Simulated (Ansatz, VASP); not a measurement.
One calculation of Li, two programs

```
Li
1.0
    -1.75465    1.75465    1.75465
     1.75465   -1.75465    1.75465
     1.75465    1.75465   -1.75465
Li
1
Direct
  0.00000 0.00000 0.00000
```

Alike in both runs: task relaxation of cell and atoms; functional revPBE; dispersion D3(BJ); k mesh 11 × 11 × 11; occupations fermi-dirac, width 0.05 eV; no spin polarisation.

```csv
,VASP,Ansatz
version,VASP 6.6.1,Ansatz 0.2.0
potentials or method,"VASP PAW PBE potentials, release 64 (Li_sv)",Ansatz PAW
plane-wave cutoff (eV),600,420
valence electrons in the cell,3,3
```

```tsv
	VASP	Ansatz	Ansatz less VASP
relaxed volume (Å³/atom)	17.07	17.37	+0.301
relaxed cell length with the largest relative difference (Å)	2.809	2.826	+0.0164
energy change over the relaxation (meV/atom)	-44	-38	+5.9
```

Caveats: the volume moved by over 15 % at a fixed basis, so the end points are rough; the cutoff is under 1.25 times the usual one of these potentials, so pressure, stress and relaxed cells hold a basis-set (Pulay) error (VASP); the PAW data sets were made with another functional, which shifts forces and pressure a little (VASP); the volume moved by -21 % from the deposited cell, more than functionals usually miss (VASP); pairwise dispersion overbinds metals, which lowers pressure and volume (VASP); the potentials were made for another functional, which shifts forces and pressure (Ansatz); the plane-wave basis is chosen anew once the cell has moved, so the energies of steps on either side of that aren't comparable (Ansatz).
